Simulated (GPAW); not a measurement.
MoSe2:

```
Mo Se
1.0
     3.28800    0.00000    0.00000
    -1.64400    2.84749    0.00000
     0.00000    0.00000   12.90000
Mo Se
2 4
Direct
  0.66667 0.33333 0.75000
  0.33333 0.66667 0.25000
  0.66667 0.33333 0.37500
  0.33333 0.66667 0.87500
  0.66667 0.33333 0.12500
  0.33333 0.66667 0.62500
```

| Property | Result |
| --- | --- |
| Program | GPAW 26.7.0 |
| Task | relaxation of cell and atoms |
| Functional | revPBE |
| Dispersion | D3(BJ) |
| Potentials or basis | the program's PAW data sets (release 1.2.1) made for this functional |
| Cutoff | 600 eV |
| Basis | pw |
| k mesh | 6 × 6 × 2 |
| Occupations | fermi-dirac, width 0.05 eV |
| Spin | no spin polarisation |

At the start: pressure 2.6 GPa; volume 20.13 Å³/atom.

Task: How do energy, volume and symmetry change on relaxing?

Result: Over 14 steps the energy falls by 36.8 meV/atom and the volume is 18.92 Å³/atom (-6.0 %); space group P6_3/mmc (No. 194, to 0.05 Å).

The path:
| step | energy change (eV) | largest force (eV/Å) | pressure (GPa) | volume (Å³) |
| --- | --- | --- | --- | --- |
| 1 | 0.0000 | 1.1789 | 2.57 | 120.78 |
| 2 | -0.0731 | 0.7918 | 0.73 | 121.06 |
| 3 | -0.1354 | 0.1115 | -2.39 | 121.30 |
| 4 | -0.1410 | 0.0381 | -2.61 | 121.05 |
| 5 | -0.1635 | 0.1559 | -2.70 | 119.29 |
| 6 | -0.1808 | 0.1964 | -1.87 | 117.17 |
| 7 | -0.1916 | 0.0932 | -0.47 | 115.37 |
| 8 | -0.1953 | 0.0187 | 0.26 | 114.89 |
| 9 | -0.1977 | 0.0911 | 0.59 | 114.77 |
| 10 | -0.2024 | 0.1707 | 0.91 | 114.57 |
| 11 | -0.2103 | 0.2245 | 1.08 | 114.11 |
| 12 | -0.2174 | 0.1734 | 0.81 | 113.58 |
| 13 | -0.2203 | 0.0650 | 0.28 | 113.46 |
| 14 | -0.2208 | 0.0061 | 0.01 | 113.52 |

Final structure:
```cif
data_structure
_symmetry_space_group_name_H-M 'P 1'
_symmetry_Int_Tables_number 1
_cell_length_a 3.2531
_cell_length_b 3.2531
_cell_length_c 12.3862
_cell_angle_alpha 90.000
_cell_angle_beta 90.000
_cell_angle_gamma 120.000
_cell_volume 113.52
loop_
_atom_site_label
_atom_site_type_symbol
_atom_site_fract_x
_atom_site_fract_y
_atom_site_fract_z
_atom_site_occupancy
Mo1 Mo 0.66667 0.33333 0.75000 1
Mo2 Mo 0.33333 0.66667 0.25000 1
Se1 Se 0.66667 0.33333 0.38549 1
Se2 Se 0.33333 0.66667 0.88549 1
Se3 Se 0.66667 0.33333 0.11451 1
Se4 Se 0.33333 0.66667 0.61451 1
```

Caveat: the k mesh is coarse; later steps reuse the first step's grids.
